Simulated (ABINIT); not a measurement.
Crystal: BeTe.

```xyz
2
Lattice="0.0000 2.7700 2.7700 2.7700 0.0000 2.7700 2.7700 2.7700 0.0000" Properties=species:S:1:pos:R:3 pbc="T T T"
Te    4.1550    4.1550    4.1550
Be    0.0000    0.0000    0.0000
```

Base run:

| Quantity | Value |
| --- | --- |
| Program | ABINIT 10.8.3 (patched build) |
| Functional | r2SCAN |
| Potentials or basis | PseudoDojo NC SR PBE v0.4.1 standard |
| Cutoff | 1442 eV |
| k mesh | 8 × 8 × 8 |
| Occupations | fermi-dirac, width 0.05 eV |
| Spin | no spin polarisation |

Its results: band gap on the k mesh 2.30 eV, indirect (least direct gap 4.14 eV); pressure 3.9 GPa.

Problem. The run is repeated on the same cell with these changes: potentials or basis from PseudoDojo NC SR PBE v0.4.1 standard to Ansatz PAW PBE default generated set, frozen core; cutoff from 1442 eV to 490 eV; valence electrons from 20 to 18. What comes out?

Solution. Band gap on the k mesh 2.22 eV, indirect (least direct gap 3.97 eV); pressure 4.2 GPa.

Caveats: spin-orbit coupling is left out, which moves the levels of the heavy elements; a meta-GGA on potentials with a model core is unreliable (some runs); the potentials were made for another functional, which shifts forces and pressure (some runs); the PAW data sets were made with another functional, which shifts forces and pressure a little (some runs); the atomic spheres overlap (some runs).
